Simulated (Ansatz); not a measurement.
# ZnS: the cost of one run

Computed with Ansatz 0.2.0 (DFT PBEsol, scalar-relativistic, unless a step's input says otherwise).

## 1. The system as given

Symmetry: F-43m, No. 216, cubic system. The conventional cell has a = 5.409 Å, b = 5.409 Å, c = 5.409 Å, α = 90.00°, β = 90.00°, γ = 90.00°. Zn (site symmetry -43m) has 4 S at 2.34 Å as nearest neighbours. S (site symmetry -43m) has 4 Zn at 2.34 Å as nearest neighbours.

Coordinates:

```xyz
2
Lattice="0.0000 2.7046 2.7046 2.7046 0.0000 2.7046 2.7046 2.7046 0.0000" Properties=species:S:1:pos:R:3 pbc="T T T"
Zn    0.0000    0.0000    0.0000
S     4.0570    4.0570    4.0570
```

Structure: COD 9000107, as refined from experiment and not relaxed.

Atoms are numbered in the order of the input: Zn1, S2.

## 2. Volume × 0.94, LAPW

Contents of input.yaml:

```yaml
crystal:
  lattice:
    - [0.0, 2.6494375689, 2.6494375689]
    - [2.6494375689, 0.0, 2.6494375689]
    - [2.6494375689, 2.6494375689, 0.0]
  atoms:
    - { symbol: Zn, position: [0.0, 0.0, 0.0] }
    - { symbol: S, position: [0.75, 0.75, 0.75] }
kpoints:
  mp_grid: { grid: [9, 9, 9] }
  band_path:
    path:
      - [0.0, 0.0, 0.0]
      - [-0.5, -0.5, 0.0]
      - [-0.375, -0.375, 0.25]
      - [-0.375, 0.0, 0.375]
      - [0.0, 0.0, 0.0]
      - [0.0, 0.0, 0.5]
      - [-0.5, -0.25, 0.25]
      - [-0.5, -0.5, 0.0]
    npoints: 5
scf:
  occupations: { method: fermi_dirac, width: 0.01 }
hamiltonian:
  xc: pbesol
  pseudopotentials: { kind: all_electron, lapw: { basis_error: 0.00025 } }
output:
  forces: true
  stress: true
  eigenvalues: true
```

Started as:

```bash
$ ansatz run input.yaml --threads 1 --pin off --max-ram 3072MiB --backend cpu --events-out ev --progress --plain --runs-dir out
```

What time and memory should one allow on 1 thread of Intel Xeon Platinum 8375C at 2.90GHz (Ice Lake), shared host?

About 15 s, with a peak of 0.34 GiB.
